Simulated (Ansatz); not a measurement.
# Si on Al(100): change of the work function, part 2 of 2

How does Si on the hollow site change the work function of Al(100) as the layer fills?

Ansatz 0.2.0; plane-wave DFT, PBE, Ansatz PAW.

So far, work function, upper face (eV): step 2 (the clean slab) 4.29; step 3 (37 atoms, coverage 0.111 ML, cell 3x3) 4.59.

## (4) The covered slab, k-mesh 6×6×1, coverage 0.25 ML

System of this step: Si/Al(100). The cell holds 17 atoms: 16 Al and 1 Si. Cell: a = 5.728 Å, b = 5.728 Å, c = 25.355 Å, α = 90.0°, β = 90.0°, γ = 90.0°. Vacuum lies along c.

Another coverage, to see how the dipoles act on each other as their distance changes.

input.yaml reads:

```yaml
crystal:
  lattice:
    - [5.7275649276, 0.0, 0.0]
    - [0.0, 5.7275649276, 0.0]
    - [0.0, 0.0, 25.3545757564]
  atoms:
    - { symbol: Al, position: [0.25, 0.25, 0.3549655134] }
    - { symbol: Al, position: [0.0, 0.0, 0.4348327539] }
    - { symbol: Al, position: [0.25, 0.25, 0.5140820504] }
    - { symbol: Al, position: [0.0, 0.0, 0.5949967492] }
    - { symbol: Al, position: [0.25, 0.75, 0.3549655134] }
    - { symbol: Al, position: [0.0, 0.5, 0.4348327539] }
    - { symbol: Al, position: [0.25, 0.75, 0.5140820504] }
    - { symbol: Al, position: [0.0, 0.5, 0.5949967492] }
    - { symbol: Al, position: [0.75, 0.25, 0.3549655134] }
    - { symbol: Al, position: [0.5, 0.0, 0.4348327539] }
    - { symbol: Al, position: [0.75, 0.25, 0.5140820504] }
    - { symbol: Al, position: [0.5, 0.0, 0.5949967492] }
    - { symbol: Al, position: [0.75, 0.75, 0.3549655134] }
    - { symbol: Al, position: [0.5, 0.5, 0.4348327539] }
    - { symbol: Al, position: [0.75, 0.75, 0.5140820504] }
    - { symbol: Al, position: [0.5, 0.5, 0.5949967492] }
    - { symbol: Si, position: [0.25, 0.25, 0.6450344866] }
kpoints:
  mp_grid: { grid: [6, 6, 1] }
hamiltonian:
  xc: pbe
scf:
  occupations: { method: fermi_dirac, width: 0.1 }
  convergence: { dr2_threshold: 1.0e-08 }
efield:
  axis: 3
  dipole_correction: true
  ramp_position: 0.97
  ramp_width: 0.06
relax:
  f_tol: 0.02
  max_steps: 60
  constraints: [{ sites: [0, 1, 4, 5, 8, 9, 12, 13] }]
output:
  dos: { projected: true, e_range: [-8, 4] }
  write_potential: true
  write_density: true
  volumetric_format: npy
  elf: true
```

Run with:

```
$ ansatz run input.yaml --threads 2 --pin off --max-ram 4096MiB --backend cpu --events-out ev --progress --plain --runs-dir out
```

Wall time 2.4 min (2 threads of Arm Neoverse N1, shared host); peak memory 0.98 GiB.

Relaxation path:

```
step  energy less that of the first step (eV)  largest force component (eV/Å)
   1                                   0.0000                          2.2087
   2                                  -0.3373                          0.8491
   3                                  -0.4073                          0.2213
   4                                  -0.4258                          0.0871
   5                                  -0.4284                          0.0177
```

The run keeps the 8 symmetry operations that it works with, so distortions that break them were not tested.

The atoms that moved most (Å):

```
atom      dx      dy     dz  length
Si17   0.000   0.000  0.385   0.385
 Al3   0.000   0.000  0.078   0.078
Al16   0.023   0.023  0.067   0.075
Al12   0.023  -0.023  0.067   0.075
 Al8  -0.023   0.023  0.067   0.075
 Al4  -0.023  -0.023  0.067   0.075
 Al7   0.000   0.000  0.073   0.073
Al11   0.000   0.000  0.073   0.073
```

The relaxed structure:

```xyz
17
Lattice="5.7276 0.0000 0.0000 0.0000 5.7276 0.0000 0.0000 0.0000 25.3546" Properties=species:S:1:pos:R:3
Al    1.4319    1.4319    9.0000
Al    0.0000    0.0000   11.0250
Al    1.4319    1.4319   13.1122
Al   -0.0235   -0.0235   15.1527
Al    1.4319    4.2957    9.0000
Al    0.0000    2.8638   11.0250
Al    1.4319    4.2957   13.1071
Al   -0.0235    2.8872   15.1527
Al    4.2957    1.4319    9.0000
Al    2.8638    0.0000   11.0250
Al    4.2957    1.4319   13.1071
Al    2.8872   -0.0235   15.1527
Al    4.2957    4.2957    9.0000
Al    2.8638    2.8638   11.0250
Al    4.2957    4.2957   13.0050
Al    2.8872    2.8872   15.1527
Si    1.4319    1.4319   16.7393
```

Numbers from this step:

* energy at zero smearing: -9231.6266 eV
* work function, upper face: 4.831 eV
* work function, lower face: 4.397 eV
* dipole along the normal: -0.07871 e·Å
* step between the vacuum levels: 0.4341 eV

The density of states has structure finer than the step of the table below, so its rows give means over 0.25 eV, whole bins alone (the curve runs from -8 to 1.98 eV). Peaks (eV: height): -3.250: 12.2, -1.320: 17.0, -0.930: 11.8, -0.330: 12.3, -0.180: 15.2, 0.480: 18.6, 1.350: 16.6.

Density of states against energy, zero at the Fermi level; means over each step:

```
energy (eV)  density of states (states/eV a cell)
      -7.75                                  3.65
      -7.50                                  2.49
      -7.25                                  3.66
      -7.00                                  4.56
      -6.75                                  3.45
      -6.50                                  3.21
      -6.25                                  4.40
      -6.00                                  6.36
      -5.75                                  4.84
      -5.50                                  4.19
      -5.25                                  3.28
      -5.00                                  4.16
      -4.75                                  6.17
      -4.50                                  5.90
      -4.25                                  4.99
      -4.00                                  5.51
      -3.75                                  5.33
      -3.50                                  3.94
      -3.25                                  8.07
      -3.00                                  8.00
      -2.75                                  5.31
      -2.50                                  8.78
      -2.25                                  8.02
      -2.00                                  5.90
      -1.75                                  5.91
      -1.50                                  6.21
      -1.25                                  7.98
      -1.00                                  7.82
      -0.75                                  8.12
      -0.50                                  7.03
      -0.25                                  11.0
       0.00                                  6.20
       0.25                                  7.19
       0.50                                  8.29
       0.75                                  7.29
       1.00                                  7.16
       1.25                                  8.32
       1.50                                  9.15
       1.75                                  6.62
```

Projected DOS per atom over height of the atomic layer and energy from the Fermi level. Layers: Al4 Al4 Al4 Al4 Si from below.

Ten even steps from '_' (0.15 states/eV) to '@' (1.04 states/eV), each cell a mean:
```
::::::..--
----==::--
==....--::
==::::--==
==::::::@@
--::--::##
==::::--##
==::..--++
::....::==
==::----##
::::::::==
--::::--++
........::
..::::....
::::::::..
__......__
......__..
..::::....
__....____
__....____
__..____..
__..____::
```
Columns: height of the atomic layer (Å) from 9 to 16.7 (not evenly spaced); rows upwards: energy from the Fermi level (eV) from -7.96 to 1.95.

Valence density in the ca plane at fractional y = 0.250, with atoms of Al and Si within 0.2 Å of it. It is the smooth field of the valence electrons, not physical close to the nuclei.

Ten even steps from '0' (0.00 e/Å³) to '9' (0.38 e/Å³), each cell a mean:
```
23455545554445555444443221000000000000000000
24445554444455445543332110000000000000000000
34322444333453224543221100000000000000000000
33212443323443113443221000000000000000000000
34323444333453224543221100000000000000000000
24445554444455445543332110000000000000000000
23455545554445555444443221100000000000000000
13455545554444555444555543210000000000000000
23555544444445555444457887531000000000000000
24434544333454334543468988962100000000000000
33222443333443123443458734983100000000000000
33222443333443223443458734983100000000000000
24434544333454334543468988962100000000000000
23555544444445555444457887531000000000000000
13455545555444555444555543210000000000000000
```
Columns run along c (16.0 Å, from fractional 0.31 to 0.94 of the cell), rows up along a (5.7 Å). Atoms in or near the plane, at fractional coordinates: Al at (0.35, 0.25), Al at (0.52, 0.25), Al at (0.35, 0.75), Al at (0.52, 0.75), Si at (0.66, 0.25).

Electrostatic potential energy in the ca plane at fractional y = 0.250, with atoms of Al and Si within 0.2 Å of it. With pseudopotentials it is smooth inside the atoms' cores, unlike the true potential.

Ten even steps from '0' (-19 eV) to '9' (4 eV), each cell a mean:
```
88666788778887667887778999999999999999999999
85211478888863113688888999999999999999999999
62131168888730220478889999999999999999999999
61254058898721550378999999999999999999999999
62131168888730220478889999999999999999999999
85212478888863113688888999999999999999999999
88666788778887667887778999999999999999999999
98777888777887777887778888899999999999999999
87434678878875345788887544689999999999999999
73110268888751111578875100168999999999999999
61253058888731440378872000048999999999999999
61253058888731440378872000048999999999999999
73010268888751001578875100168999999999999999
87534678878875446788887644689999999999999999
98777888777887778887778888899999999999999999
```
Columns run along c (16.0 Å, from fractional 0.31 to 0.94 of the cell; values clipped at the 3rd and 97th percentile), rows up along a (5.7 Å). Atoms in or near the plane, at fractional coordinates: Al at (0.35, 0.25), Al at (0.52, 0.25), Al at (0.35, 0.75), Al at (0.52, 0.75), Si at (0.66, 0.25).

ELF in the ca plane at fractional y = 0.250, with atoms of Al and Si within 0.2 Å of it. It is the smooth field of the valence electrons, not physical close to the nuclei.

Values, 8 rows by 16 columns, each cell a mean:
```
0.75 0.63 0.58 0.53 0.57 0.58 0.58 0.45 0.37 0.24 0.16 0.05 0.00 0.00 0.00 0.00
0.62 0.21 0.43 0.29 0.43 0.13 0.45 0.27 0.13 0.03 0.01 0.00 0.00 0.00 0.00 0.00
0.67 0.27 0.48 0.34 0.48 0.20 0.50 0.31 0.17 0.05 0.02 0.00 0.00 0.00 0.00 0.00
0.72 0.69 0.59 0.58 0.57 0.65 0.58 0.51 0.48 0.38 0.29 0.10 0.01 0.00 0.00 0.00
0.73 0.65 0.56 0.53 0.57 0.59 0.54 0.52 0.70 0.80 0.79 0.40 0.06 0.00 0.00 0.00
0.58 0.21 0.40 0.29 0.42 0.13 0.38 0.35 0.43 0.78 0.93 0.60 0.11 0.00 0.00 0.00
0.64 0.28 0.45 0.35 0.48 0.20 0.44 0.40 0.53 0.79 0.92 0.57 0.10 0.00 0.00 0.00
0.71 0.70 0.58 0.59 0.56 0.65 0.56 0.55 0.68 0.74 0.69 0.31 0.04 0.00 0.00 0.00
```
Columns run along c (16.0 Å, from fractional 0.31 to 0.94 of the cell), rows up along a (5.7 Å). Atoms in or near the plane, at fractional coordinates: Al at (0.35, 0.25), Al at (0.52, 0.25), Al at (0.35, 0.75), Al at (0.52, 0.75), Si at (0.66, 0.25).

The relaxation took 5 steps and lowered the energy by 0.43 eV; the largest force on the free atoms ends at 0.018 eV/Å.

By hand: a sheet of dipoles makes a step −p/(ε₀A) in the electron's potential. With e/ε₀ = 180.95 V·Å, p = -0.07871 e·Å and A = 32.80 Å², that is −180.95 × (-0.07871) / 32.80 = +0.434 eV, and the two vacuum levels of the run differ by +0.434 eV.

The covered face has 4.83 eV, +0.54 eV against the clean one; the bare back face has moved by +0.10 eV, a measure of how thin the slab is.

## (5) The covered slab, k-mesh 6×6×1, coverage 0.5 ML

System of this step: Si/Al(100). The cell holds 18 atoms: 16 Al and 2 Si. Its edges and angles: a = 5.728 Å, b = 5.728 Å, c = 25.355 Å, α = 90.0°, β = 90.0°, γ = 90.0°. Vacuum lies along c.

input.yaml: that of step 4 with these lines changed.

```diff
@@ -23,2 +23,3 @@
     - { symbol: Si, position: [0.25, 0.25, 0.6450344866] }
+    - { symbol: Si, position: [0.75, 0.75, 0.6450344866] }
 kpoints:
```

Elapsed: 2.1 min, on 2 threads; peak memory 1 GiB.

Step by step:

```
step  energy less that of the first step (eV)  largest force component (eV/Å)
   1                                   0.0000                          2.0153
   2                                  -0.4684                          1.0292
   3                                  -0.6387                          0.0773
   4                                  -0.6408                          0.0092
```

The run keeps the 16 symmetry operations that it works with, so distortions that break them were not tested.

The atoms that moved most (Å):

```
atom     dx     dy     dz  length
Si18  0.000  0.000  0.404   0.404
Si17  0.000  0.000  0.404   0.404
 Al4  0.000  0.000  0.090   0.090
 Al8  0.000  0.000  0.090   0.090
Al16  0.000  0.000  0.090   0.090
Al12  0.000  0.000  0.090   0.090
 Al7  0.000  0.000  0.071   0.071
Al11  0.000  0.000  0.071   0.071
```

The relaxed structure:

```xyz
18
Lattice="5.7276 0.0000 0.0000 0.0000 5.7276 0.0000 0.0000 0.0000 25.3546" Properties=species:S:1:pos:R:3
Al    1.4319    1.4319    9.0000
Al    0.0000    0.0000   11.0250
Al    1.4319    1.4319   13.0386
Al    0.0000    0.0000   15.1763
Al    1.4319    4.2957    9.0000
Al    0.0000    2.8638   11.0250
Al    1.4319    4.2957   13.1055
Al    0.0000    2.8638   15.1763
Al    4.2957    1.4319    9.0000
Al    2.8638    0.0000   11.0250
Al    4.2957    1.4319   13.1055
Al    2.8638    0.0000   15.1763
Al    4.2957    4.2957    9.0000
Al    2.8638    2.8638   11.0250
Al    4.2957    4.2957   13.0386
Al    2.8638    2.8638   15.1763
Si    1.4319    1.4319   16.7589
Si    4.2957    4.2957   16.7589
```

The density of states has structure finer than the step of the table below, so its rows give means over 0.5 eV, whole bins alone (the curve runs from -8 to 1.98 eV). Peaks (eV: height): -4.12: 12.5, -1.89: 15.1, -0.72: 13.2, 0.21: 12.4, 0.39: 21.3, 1.35: 18.0, 1.95: 11.8.

The density of states by energy, zero at the Fermi level; means over each step:

energy (eV), density of states (states/eV a cell) and a bar from the least value:
```
     -7.5        4.3 ######
     -7.0        3.7 ####
     -6.5        2.8 
     -6.0        5.7 ############
     -5.5        5.1 ##########
     -5.0        5.1 ##########
     -4.5        5.0 #########
     -4.0        6.7 #################
     -3.5        5.1 ##########
     -3.0        7.8 ######################
     -2.5        8.3 ########################
     -2.0        7.9 ######################
     -1.5        6.2 ###############
     -1.0        8.6 #########################
     -0.5        8.2 #######################
      0.0        9.8 ##############################
      0.5        7.2 ###################
      1.0        5.8 #############
      1.5        9.4 ############################
```

The relaxation took 4 steps and lowered the energy by 0.64 eV; the largest force on the free atoms ends at 0.0092 eV/Å.

The covered face has 5.03 eV, +0.74 eV against the clean one; the bare back face has moved by +0.07 eV, a measure of how thin the slab is.

## (6) The covered slab, k-mesh 12×12×1, coverage 1 ML

System of this step: Si/Al(100). The cell holds 5 atoms: 4 Al and 1 Si. Cell: a = 2.864 Å, b = 2.864 Å, c = 25.355 Å, α = 90.0°, β = 90.0°, γ = 90.0°. Vacuum lies along c.

input.yaml, the sections that differ from step 5:

```yaml
crystal:
  lattice:
    - [2.8637824638, 0.0, 0.0]
    - [0.0, 2.8637824638, 0.0]
    - [0.0, 0.0, 25.3545757564]
  atoms:
    - { symbol: Al, position: [0.5, 0.5, 0.3549655134] }
    - { symbol: Al, position: [0.0, 0.0, 0.4348327539] }
    - { symbol: Al, position: [0.5, 0.5, 0.5140820504] }
    - { symbol: Al, position: [0.0, 0.0, 0.5949967492] }
    - { symbol: Si, position: [0.5, 0.5, 0.6450344866] }
kpoints:
  mp_grid: { grid: [12, 12, 1] }
relax:
  f_tol: 0.02
  max_steps: 60
  constraints: [{ sites: [0, 1] }]
output:
  write_potential: true
  write_density: true
  volumetric_format: npy
# hamiltonian, scf, efield: as in step 5
```

Elapsed: 35 s, on 2 threads; peak memory 0.4 GiB; 69 s of CPU time.

Step by step:

```
step  energy less that of the first step (eV)  largest force component (eV/Å)
   1                                   0.0000                          2.9917
   2                                  -0.4881                          1.6389
   3                                  -0.7571                          0.6283
   4                                  -0.8159                          0.1352
   5                                  -0.8221                          0.0269
   6                                  -0.8222                          0.0005
```

Forces are held to the 8 operations that the run works with; a distortion that breaks them can't arise in this run.

The atoms that moved most (Å):

```
atom     dx     dy     dz  length
 Si5  0.000  0.000  0.657   0.657
 Al3  0.000  0.000  0.019   0.019
 Al4  0.000  0.000  0.018   0.018
```

Final coordinates:

```xyz
5
Lattice="2.8638 0.0000 0.0000 0.0000 2.8638 0.0000 0.0000 0.0000 25.3546" Properties=species:S:1:pos:R:3
Al    1.4319    1.4319    9.0000
Al    0.0000    0.0000   11.0250
Al    1.4319    1.4319   13.0537
Al    0.0000    0.0000   15.1036
Si    1.4319    1.4319   17.0121
```

The relaxation took 6 steps and lowered the energy by 0.82 eV; the largest force on the free atoms ends at 4.9e-4 eV/Å.

The covered face has 4.72 eV, +0.43 eV against the clean one; the bare back face has moved by +0.06 eV, a measure of how thin the slab is.

## (7) Work function against coverage

This step: plane-wave DFT, PBE, Ansatz PAW; work function against coverage (Ansatz 0.2.0).

The runs are now put side by side.

This step gave:

```
work function of the clean face     : 4.293 eV
largest change of the work function : 0.7374 eV
```

Work function of the covered face against coverage:

```
coverage (adsorbates/nm²)  work function of the covered face (eV)
                     0.00                                    4.29
                     1.35                                    4.59
                     3.05                                    4.83
                     6.10                                    5.03
                    12.19                                    4.72
```

The dipole per adsorbate comes from the change of the cell's dipole. Coverage, by row:

```
coverage (1/nm²)  coverage (ML)  work function (eV)  change (eV)  dipole per adsorbate, positive end outwards (debye)  mean height of the added atoms over the highest substrate atom (Å)
           1.355         0.1111               4.591       0.2982                                               -0.472                                                               1.598
           3.048           0.25               4.831       0.5382                                               -0.386                                                               1.587
           6.097            0.5                5.03       0.7374                                                -0.29                                                               1.583
           12.19              1               4.721       0.4285                                               -0.079                                                               1.908
```

## (8) What came out

```
work function of the clean face                        : 4.29 eV
work function at 0.11 ML                               : 4.59 eV
work function at 0.25 ML                               : 4.83 eV
work function at 0.5 ML                                : 5.03 eV
work function at 1 ML                                  : 4.72 eV
dipole per adsorbate at 0.11 ML, positive end outwards : -0.47 D
```

In words: Si raises the work function of Al(100) at the lowest coverage, by 0.30 eV: the adsorbate layer has its negative end outwards. The dipole per adsorbate falls from 0.47 to 0.08 D as the layer fills. Neighbouring dipoles depolarise each other, and heights and bonding change with coverage too. The slab has 4 layers, at the tabulated experimental lattice constant, one starting site was run, and quantum-size effects of a slab this thin can reach one or two tenths of an eV.

[Logs are printed without paths, hosts, clocks, repeated set-up lines and the standing remarks that a program may print on its own settings, such as how far it seeks lower states.]

[Hosts, paths, dates, database ids (printed as entryN), source tags and the programs' standing remarks are cut or masked in the printed files.]

[Maps of the electrostatic potential energy from Ansatz leave out the sawtooth potential of an applied field or a dipole correction, so their vacuum need not be flat; planar profiles and work functions include it.]

[The density of states shown here was stored with 400 of the rows of the run's finer table, so its peaks can read low, often by over a quarter, or be missed, and its means over a window can be off by a tenth or more.]
